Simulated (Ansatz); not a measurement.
## Rh: equation of state with LDA

Rh:

```xyz
4
Lattice="2.6917 0.0000 0.0000 -1.3459 2.3311 0.0000 0.0000 0.0000 8.7981" Properties=species:S:1:pos:R:3 pbc="T T T"
Rh    1.3459    0.7770    6.5986
Rh    0.0000    0.0000    4.3990
Rh    0.0000    1.5541    2.1995
Rh    0.0000    0.0000    0.0000
```

This isn't the form of Rh at room conditions, which is fcc.

| Item | Value |
| --- | --- |
| Program | Ansatz 0.2.0 |
| Task | equation of state |
| Functional | LDA |
| Potentials or basis | Ansatz PAW |
| Cutoff | 420 eV |
| Density cutoff | 1680 eV |
| k mesh | 11 × 11 × 3 |
| Occupations | fermi-dirac, width 0.05 eV |
| Spin | no spin polarisation |

```
Equilibrium volume                        : 13.25 Å³/atom
Bulk modulus at fixed shape and positions : 316 GPa
Pressure derivative of the bulk modulus   : 5.1
```

Energy against volume, from the lowest point:
```tsv
volume (Å³/atom)	energy (meV/atom)
12.973	5.91
13.249	0.00
13.525	5.44
13.801	20.90
14.078	45.15
14.354	77.14
14.630	115.92
```

All runs of the series together: 9.3 s on 2 threads of Intel(R) Xeon(R) Platinum 8488C (Sapphire Rapids), with other jobs on the host.

Caveat: the cell was scaled at fixed shape and fractional positions, which overstates the stiffness of a crystal with free parameters, most of all of layers and chains.
